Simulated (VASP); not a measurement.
Here is a VASP 6.6.1 calculation.

INCAR

```
  PREC = Accurate
  ENCUT = 520
  EDIFF = 1E-6
  ISMEAR = 0
  SIGMA = 0.02
  LREAL = F
  LASPH = T
  NELM = 80
  ALGO = Normal
  ISIF = 2
  LWAVE = F
  LCHARG = F
  GGA = PS
  NBANDS = 16
```

The input KPOINTS:

```
Automatic mesh
0
Gamma
  12 12 12
```

The input POSCAR:

```
ZnSe
1.0
    0.0000000000      2.8202400000      2.8202400000
    2.8202400000      0.0000000000      2.8202400000
    2.8202400000      2.8202400000      0.0000000000
Zn Se
1 1
Direct
    0.0000000000      0.0000000000      0.0000000000
    0.2500000000      0.2500000000      0.2500000000
```

Potentials or basis: VASP PAW PBE potentials, release 64 (Zn, Se).

Launch:

```console
$ cat potpaw_PBE.64/Zn/POTCAR potpaw_PBE.64/Se/POTCAR > POTCAR
$ mpirun -np 1 vasp_std > vasp.out
```

(1) Predict the band gap on the k mesh.

(2) Estimate the pressure.

## Answers

(1) 1.23 eV, direct.

(2) 0.0 GPa.

Caveat: the PAW data sets were made with another functional, which shifts forces and pressure a little.

**What was measured.**

“Alloy Disordering Effects on the Thermal Conductivity and Energy Gap Temperature Dependence of Cd1−xZnxSe Ternary Crystals Grown by the Bridgman Method”, 2023, pmc:10253836 reports, for a bulk crystal of ZnSe at 300 K: band gap 2.695 ± 0.003 eV (an exciton energy, a little under the gap).

A measured gap of ZnSe is 2.695 eV (an exciton energy, a little under the gap; 300 K; “Alloy Disordering Effects on the Thermal Conductivity and Energy Gap Temperature Dependence of Cd1−xZnxSe Ternary Crystals Grown by the Bridgman Method”, 2023, pmc:10253836); the calculated 1.23 eV misses it by -1.47 eV. So large a miss can be the level of theory's own, or it may mean another phase, state or a wrong row. Spin-orbit coupling on Se is left out. The value is that of PBEsol, without temperature or zero-point motion. Semilocal functionals fall short of measured gaps as a rule. The cell is a database's relaxed one, not the measured one, which moves gaps too.
